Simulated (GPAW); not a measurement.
# Sc (I4/mmm) in GPAW: single point with PBE

Aim: the single point of Sc with PBE.

Everything below comes from runs of GPAW 26.7.0. Logs are shortened: lines on timing, memory, paths and dates and some standing lists are left out, and cuts for length are marked. The log counts tension as positive stress, the text compression.

**1. Starting point**

The structure is tetragonal, space group I4/mmm (No. 139). Conventional cell: a = 3.834 Å, b = 3.834 Å, c = 3.435 Å, α = 90.00°, β = 90.00°, γ = 90.00°. Around Sc (site symmetry 4/mmm) lie 10 Sc at 3.21 to 3.44 Å.

This isn't the form of Sc at room conditions, which is hcp.

**2. Single point, PBE**

Input file run.py:

```python
from ase.io import read
from gpaw import PW
from gpaw.dft import DFT

atoms = read('Sc.cif')

dft = DFT(atoms,
          mode=PW(600),
          xc='PBE',
          kpts={'size': (10, 10, 10), 'gamma': True},
          occupations={'name': 'fermi-dirac', 'width': 0.05},
          nbands=14,
          convergence={'density': 1e-05, 'energy': 1e-05},
          maxiter=150,
          txt='gpaw.txt')
print(f'Energy: {dft.calculate_energy():.6f} eV')
print('Forces (eV/A):')
print(dft.calculate_forces().round(4))
print('Stress (eV/A^3):', dft.calculate_stress().round(6))
dft.write_gpw_file('gs.gpw')
```

Input file Sc.cif:

```cif
data_Sc
_cell_length_a 3.20959714
_cell_length_b 3.20959714
_cell_length_c 3.20959714
_cell_angle_alpha 106.64142828
_cell_angle_beta 106.64142828
_cell_angle_gamma 115.29237643
_space_group_name_H-M_alt 'P1'
_space_group_name_Hall 'P 1'
_space_group_IT_number 1
loop_
_space_group_symop_operation_xyz
'x,y,z'
loop_
_atom_site_label
_atom_site_type_symbol
_atom_site_symmetry_multiplicity
_atom_site_Wyckoff_symbol
_atom_site_fract_x
_atom_site_fract_y
_atom_site_fract_z
_atom_site_occupancy
Sc1 Sc 1 a 0.0000000000 0.0000000000 0.0000000000 1
```

Potentials or basis: GPAW PAW data sets (gpaw-data 1.2.1), pw.

Launch:

```sh
OMP_NUM_THREADS=1 python run.py
```

gpaw.txt:

```text
Diagonalizing LCAO Hamiltonian
Converting LCAO to pw mode

       Sc

Atoms  # Å, Bohr magnetons
|   | symbol |        x |        y |        z |    initial magnetic moments |
|---|--------|----------|----------|----------|-----------------------------|
| 0 |     Sc | 0.000000 | 0.000000 | 0.000000 | ( 0.0000,  0.0000,  0.0000) |

Unit cell  # Å
| periodic |         x |         y |        z |  lengths |     angles |
|----------|-----------|-----------|----------|----------|------------|
|      yes |  3.209597 |  0.000000 | 0.000000 | 3.209597 | 106.641428 |
|      yes | -1.371260 |  2.901923 | 0.000000 | 3.209597 | 106.641428 |
|      yes | -0.919168 | -1.450962 | 2.711338 | 3.209597 | 115.292376 |

Number of symmetries: 16
Symmetry operations  # r_c * U_cc + t_c -> r_c
|    | kind |            matrix            |
|----|------|------------------------------|
|  0 |  σ   |  1, 1, 1,  0, 0,-1,  0,-1, 0 |
|  1 |  C4  |  1, 1, 1,  0, 0,-1, -1, 0, 0 |
|  2 |  E   |  1, 0, 0,  0, 1, 0,  0, 0, 1 |
|  3 |  σ   |  1, 0, 0,  0, 1, 0, -1,-1,-1 |
|  4 |  σ   |  0, 1, 0,  1, 0, 0,  0, 0, 1 |
|  5 |  C2  |  0, 1, 0,  1, 0, 0, -1,-1,-1 |
|  6 |  C2  |  0, 0, 1, -1,-1,-1,  1, 0, 0 |
|  7 |  S4  |  0, 0, 1, -1,-1,-1,  0, 1, 0 |
|  8 |  C4  |  0, 0,-1,  1, 1, 1,  0,-1, 0 |
|  9 |  σ   |  0, 0,-1,  1, 1, 1, -1, 0, 0 |
| 10 |  σ   |  0,-1, 0, -1, 0, 0,  1, 1, 1 |
| 11 |  C2  |  0,-1, 0, -1, 0, 0,  0, 0,-1 |
| 12 |  C2  | -1, 0, 0,  0,-1, 0,  1, 1, 1 |
| 13 |  i   | -1, 0, 0,  0,-1, 0,  0, 0,-1 |
| 14 |  S4  | -1,-1,-1,  0, 0, 1,  1, 0, 0 |
| 15 |  C2  | -1,-1,-1,  0, 0, 1,  0, 1, 0 |

BZ-sampling:
  Number of BZ points: 1000
  Number of IBZ points: 102

  Monkhorst-Pack size: [10, 10, 10]
  Monkhorst-Pack shift: [0.05, 0.05, 0.05]

K-points  # in reciprocal-cell coordinates
|     |                                coordinates |     weight |
|-----|--------------------------------------------|------------|
|   0 | (  0.00000000,   0.00000000,   0.00000000) | 0.00100000 |
|   1 | (  0.10000000,  -0.10000000,   0.00000000) | 0.00400000 |
|   2 | (  0.10000000,  -0.10000000,   0.10000000) | 0.00400000 |
|   3 | (  0.10000000,   0.00000000,   0.00000000) | 0.00800000 |
|   4 | (  0.10000000,   0.10000000,  -0.10000000) | 0.00200000 |
|   5 | (  0.20000000,  -0.20000000,   0.00000000) | 0.00400000 |
|   6 | (  0.20000000,  -0.20000000,   0.10000000) | 0.00800000 |
|   7 | (  0.20000000,  -0.20000000,   0.20000000) | 0.00400000 |
|   8 | (  0.20000000,  -0.10000000,   0.00000000) | 0.01600000 |
|   9 | (  0.20000000,  -0.10000000,   0.10000000) | 0.00800000 |
| ... |                                            |            |
| 101 | (  0.50000000,   0.50000000,   0.50000000) | 0.00100000 |

Plane wave coefficients: 867
Cutoff: 600.0 eV

Spin-components: 1 (collinear spins)
Bands:           14
Projectors:      6
Spin-degeneracy: 2
Datatype:        complex128

Density:
  Valence electrons: 11.0
  Components: 1
  Grid points: [20 20 20]
  Charge: 0.0  # |e|

Potential:
  Grid points: [20 20 20]

species:
  Sc:
    name:    Scandium
    Z:       21.0
    valence: 11
    core:    10
    charge:  0.0  # [|e|]
    compensation charges:
      type: gauss
      rc: 0.39  # [Å]
      lmax: 2
    cutoffs:
      filter: 2.14  # [Å]
      core: 1.08  # [Å]
    projectors
    | kind |    occ | energy [eV] | rcut [Å] |
    |------|--------|-------------|----------|
    |   3s |  2.000 |     -55.031 |    1.228 |
    |   4s |  2.000 |      -4.183 |    1.228 |
    |   3p |  6.000 |     -33.625 |    1.281 |
    |   4p |  0.000 |      -1.467 |    1.281 |
    |   3d |  1.000 |      -3.233 |    1.196 |
    |    d |        |      23.979 |    1.196 |

    Using partial waves for Sc as LCAO basis

Reference energy: -20788.883120  # eV

eigensolver:
  PPCG
  Converge bands: occupied
  niter=2

density mixing:
  MSR1-Mixer
  Pratt-step length: 0.05
  Maximum mixing coefficient: 0.75
  Old densities: 10
  SVD Regularization: 0.005
  Good broyden scale: 1.0
  Trust region scale: 1.0
  Backstep threshold: 4.0
  History deletion threshold: 6.0
  Fourier metric: weight=20.0, sigma=0.015

occupation numbers:
  Fermi-Dirac:
    width: 0.0500  # eV

poisson solver:
  ecut: 4800.0  # eV

xc functional:
[... 9 lines left out ...]
|iter     | |      energy | eigst |  dens |
|---------|-|-------------|-------|-------|
|iter:   1| |   -4.665172 | +0.18 |       |
|iter:   2| |   -4.642233 | -1.68 | -1.30 |
|iter:   3| |   -4.555185 | -1.49 | -1.34 |
|iter:   4| |   -4.557957 | -3.18 | -1.95 |
|iter:   5| |   -4.558907 | -3.85 | -2.26 |
|iter:   6| |   -4.558908 | -5.96 | -3.72 |
|iter:   7| |   -4.558910c| -6.53 | -4.15 |
|iter:   8| |   -4.558910c| -7.84c| -5.22c|
SCF steps: 8
Energy contributions relative to reference atoms: (reference = -20788.883120)

Energy contributions:
  Kinetic:          -1.102073
  Coulomb:           1.152936
  Zero:              0.157404
  External:          0.000000
  Xc:               -4.756401
  Entropy:          -0.021553
  Spinorbit:         0.000000
  ----------------------------
  Free energy:      -4.569686
  Extrapolated:     -4.558910

Forces  # eV/Ang
|       x |       y |        z |
|---------|---------|----------|
| 0.00000 | 0.00000 | -0.00000 |  # Sc   0

Stress tensor  # eV/Ang^3
|         x |         y |        z |
|-----------|-----------|----------|
|  0.005857 | -0.003255 | 0.000000 |
| -0.003255 |  0.002780 | 0.000000 |
|  0.000000 |  0.000000 | 0.007919 |

Writing to gs.gpw (mode='')

  __  _  _
 | _ |_)|_||  |
 |__||  | ||/\| - 26.7.0

Input parameters:
  mode=PW(ecut=600.0),
  convergence={'density': 1e-05, 'energy': 1e-05},
  kpts=MonkhorstPack(size=(10, 10, 10), gamma=True),
  maxiter=150,
  nbands=14,
  occupations=Occupations(name='fermi-dirac', width=0.05),
  xc=XC(name='PBE')
# Writing to gs.gpw (mode='')
```

Wall time 18 s (1 thread of Arm Neoverse V1, shared host); peak memory 0.16 GiB.

What came out:

```
Free energy            : -4.5697 eV
Pressure               : -0.9 GPa
Band gap on the k mesh : none (metal or under the smearing width)
```

Levels at points of the mesh, in eV from the Fermi level:
| k point | band 2 | band 3 | band 4 | band 5 | band 6 | band 7 | band 8 | band 9 |
| --- | --- | --- | --- | --- | --- | --- | --- | --- |
| (0.00, 0.00, 0.00) | -28.08 | -28.08 | -28.05 | -5.18 | 1.03 | 1.71 | 1.71 | 2.34 |
| (0.50, 0.00, 0.50) | -28.43 | -28.20 | -28.09 | -1.68 | 0.07 | 0.61 | 2.74 | 3.45 |
| (0.50, 0.50, 0.00) | -28.44 | -28.15 | -28.07 | -1.82 | 0.04 | 0.87 | 2.25 | 2.87 |
| (0.50, 0.50, 0.50) | -28.36 | -28.36 | -28.25 | -1.27 | -1.05 | 3.73 | 3.73 | 3.87 |
